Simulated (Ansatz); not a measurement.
A plane-wave DFT run in Ansatz 0.2.0 (scalar-relativistic PAW potentials unless the input names others): input and command.

```yaml
crystal:
  lattice:
    - [0.0, 2.7777365887, 2.7777365887]
    - [2.7777365887, 0.0, 2.7777365887]
    - [2.7777365887, 2.7777365887, 0.0]
  atoms:
    - { symbol: Zn, position: [0.0, 0.0, 0.0] }
    - { symbol: Se, position: [0.75, 0.75, 0.75] }
basis:
  ecutwfc: 420
kpoints:
  mp_grid: { grid: [8, 8, 8] }
hamiltonian:
  xc: pbesol
scf:
  occupations: { method: fixed }
  n_extra_bands: 4
output:
  forces: true
  eigenvalues: true
  stress: true
```

```bash
ansatz run input.yaml --threads 1 --pin off --max-ram 3072MiB --backend cpu --events-out ev --progress --plain --runs-dir out
```

Abridged log:
```
scf.n_extra_bands = 4 over 14 filled bands (N_el = 28.0): the run solves 18 bands
Pseudopotentials: kind: paw
Pseudopotential: Zn, paw, valence charge 12, recommended cutoff 420 eV (normal)
Pseudopotential: Se, paw, valence charge 16, recommended cutoff 420 eV (normal)
Functional definition: PBEsol
Crystal: 2 atoms, lattice volume = 42.865 Å³
Basis set: ecut = 420 eV, 869 PW (Γ), exchange–correlation on 54×54×54 points (8 copies of the dense FFT grid, shifted against one another)
Bands: 18, of which v1, the nominal top of the filled ones, is band 14 counted from 1 (13 counted from 0)
Symmetry: 24 space group operations
Space group: F-43m (ITA 216), of the structure as read, at distance tolerance 3.5e-5 Å
k-points: 29 of 512 (time reversal used)
Initial density: superposition of atomic densities (neutral atoms: chi_scale 0, normalization atom), corrected by the library's trained network
Initial wavefunctions: pseudopotential atomic-orbital guess
Functional: x = pbesol(κ = 0.804, μ = 0.12345679), c = pbesol(β = 0.046)
SCF iter   1: F=—  HF=-8706.440447 eV  |F-HF|=—  |Δ(HF+E_count)|=         —  Δρ=4.06e-3  dr2=6.48e-3  ethr=1.77e-3  ⟨swp⟩=4.9  Hψ=2402  notcnv=0  defer=51
SCF iter   2: F=—  HF=-8706.438128 eV  |F-HF|=—  |Δ(HF+E_count)|=   2.32e-3  Δρ=1.05e-3  dr2=2.98e-4  ethr=2.31e-5  ⟨swp⟩=2.1  Hψ=1068  notcnv=0  defer=53
SCF iter   3: F=—  HF=-8706.438045 eV  |F-HF|=—  |Δ(HF+E_count)|=   8.27e-5  Δρ=8.58e-4  dr2=1.76e-4  ethr=1.06e-6  ⟨swp⟩=2.0  Hψ=821  notcnv=0  defer=53
SCF iter   4: F=—  HF=-8706.438018 eV  |F-HF|=—  |Δ(HF+E_count)|=   2.74e-5  Δρ=3.18e-4  dr2=2.48e-5  ethr=6.30e-7  ⟨swp⟩=2.0  Hψ=671  notcnv=0  defer=8
SCF iter   5: F=—  HF=-8706.438021 eV  |F-HF|=—  |Δ(HF+E_count)|=   3.25e-6  Δρ=7.26e-5  dr2=1.27e-6  ethr=8.84e-8  ⟨swp⟩=2.6  Hψ=800  notcnv=0
SCF iter   6: F=-8706.438022 eV  HF=-8706.438022 eV  |F-HF|=1.20e-8  |Δ(HF+E_count)|=   4.95e-7  Δρ=8.53e-6  dr2=2.17e-8  ethr=3.57e-10  ⟨swp⟩=5.7  Hψ=2917  notcnv=0
SCF 1 converged in 6 iterations: F = -8706.438022 eV  dr2 = 2.17e-8
SCF converged after 6 iterations
Free energy (F): -8706.438022 eV
Harris-Foulkes:  -8706.438022 eV  (|F-HF|=1.20e-8)
Internal energy: -8706.438022 eV  (E = F + TS)
E sigma→0 (E₀):  -8706.438022 eV
Fermi energy:    7.496754 eV
--- Forces (eV/Å), atoms counted from 1 ---
  atom   1  Zn     0.00000000     0.00000000     0.00000000
  atom   2  Se     0.00000000     0.00000000     0.00000000
--- Stress (GPa, compression-positive) ---
        2.997834       0.000000       0.000000
        0.000000       2.997834       0.000000
        0.000000       0.000000       2.997834
  P = ⅓ Tr σ = 2.9978 GPa (29.978 kbar)
```

Apart from outputs and the relaxation, which only the reference makes, the input differs from a reference run on usual settings in scf.n_extra_bands: not typed → 4. The reference, at the same geometry, ended its own course with pressure 3.00 GPa, largest force 0.000 eV/Å, gap on the mesh 1.41 eV. This run converged in 6 SCF iterations with an energy at zero smearing within 0.01 meV/atom of the reference's, pressure 3.00 GPa, largest force 0.000 eV/Å, gap on the mesh 1.41 eV.

The run took 1.8 s on 1 thread of Intel(R) Xeon(R) Platinum 8488C (Sapphire Rapids), on a shared host, peak memory 0.36 GiB.